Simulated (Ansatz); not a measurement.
# HC6: the cost of one run

Computed with Ansatz 0.2.0 (DFT PBE, scalar-relativistic, plane waves, PAW, unless a step's input says otherwise).

21 further runs of the same task are left out: 21 set aside as unsound or not needed. Runs told in other sessions of the task aren't counted.

## 1. The system as given

It takes space group Pmm2 (No. 25, orthorhombic). The conventional cell has a = 4.933 Å, b = 8.522 Å, c = 22.942 Å, α = 90.00°, β = 90.00°, γ = 90.00°. Around C (site symmetry m) lie 2 C at 1.42 Å. C (site symmetry mm2) has 3 C at 1.42 Å in its first shell of neighbours. Around C (site symmetry m) lie 3 C at 1.42 to 1.49 Å. C (site symmetry m) has 3 C at 1.38 to 1.49 Å in its first shell of neighbours. C (site symmetry mm2) is surrounded by 2 H at 0.86 Å. Only part of the 10 independent sites is listed.

Structure file:

```xyz
14
Lattice="4.9327 0.0000 0.0000 0.0000 8.5223 0.0000 0.0000 0.0000 22.9416" Properties=species:S:1:pos:R:3 pbc="T T T"
C     0.0000    0.0000    4.0000
C     2.4663    0.0000    4.0000
C     1.2332    0.0000    4.7120
C     3.6995    0.0000    4.7120
C     1.2332    0.0000    6.1359
C     3.6995    0.0000    6.1359
C     0.0000    0.0000    6.8300
C     2.4663    0.0000    6.8300
C     0.0000    0.0000    8.3191
C     2.4663    0.0000    8.3191
C     1.2332    0.0000    8.9416
C     3.6995    0.0000    8.9416
H     0.8582    0.0000    9.7116
H     1.6082    0.0000    9.7116
```

This is the geometry of the first run shown, built on a cell relaxed beforehand with the same method.

## 2. Plan of the line

Atoms count from 1 in the order of the input.

H2 lies flat over one site of a rigid substrate while its bond length and height are varied.

First coordinate, distance H13-H14: 8 values from 0.650 to 2.650 Å. Second coordinate, height of the H2 axis above the plane of C11: 9 values from 0.45 to 3.60 Å.

Nothing else is relaxed. Points are written as (first, second).

## 3. The run at (0.750 Å, 0.77 Å)

A dipole layer in the vacuum cancels the field that periodic copies would set up if the slab's two faces differ.

input.yaml

```yaml
crystal:
  lattice:
    - [4.9326910638, 0.0, 0.0]
    - [0.0, 8.5222964205, 0.0]
    - [0.0, 0.0, 22.9416055954]
  atoms:
    - { symbol: C, position: [0.0, 0.0, 0.174355713] }
    - { symbol: C, position: [0.5, 0.0, 0.174355713] }
    - { symbol: C, position: [0.25, 0.0, 0.2053898368] }
    - { symbol: C, position: [0.75, 0.0, 0.2053898368] }
    - { symbol: C, position: [0.25, 0.0, 0.2674580844] }
    - { symbol: C, position: [0.75, 0.0, 0.2674580844] }
    - { symbol: C, position: [0.0, 0.0, 0.2977124344] }
    - { symbol: C, position: [0.5, 0.0, 0.2977124344] }
    - { symbol: C, position: [0.0, 0.0, 0.3626190265] }
    - { symbol: C, position: [0.5, 0.0, 0.3626190265] }
    - { symbol: C, position: [0.25, 0.0, 0.3897550046] }
    - { symbol: C, position: [0.75, 0.0, 0.3897550046] }
    - { symbol: H, position: [0.173976589, 0.0, 0.4233184794] }
    - { symbol: H, position: [0.326023411, 0.0, 0.4233184794] }
basis:
  ecutwfc: 420
kpoints:
  mp_grid: { grid: [6, 3, 1] }
hamiltonian:
  xc: pbe
  pseudopotentials: { kind: paw, azcp: { folder: soft_1 } }
scf:
  occupations: { method: gaussian, width: 0.1 }
output:
  forces: true
  eigenvalues: true
efield:
  axis: 3
  dipole_correction: true
  ramp_width: 0.04
```

Launch:

```console
ansatz run input.yaml --threads 1 --pin off --max-ram 3072MiB --backend cpu --events-out ev --progress --plain --runs-dir out
```

Q: Estimate wall time and peak memory on 1 thread of Arm Neoverse V2, shared host.

About 42 s, with a peak of 0.81 GiB.
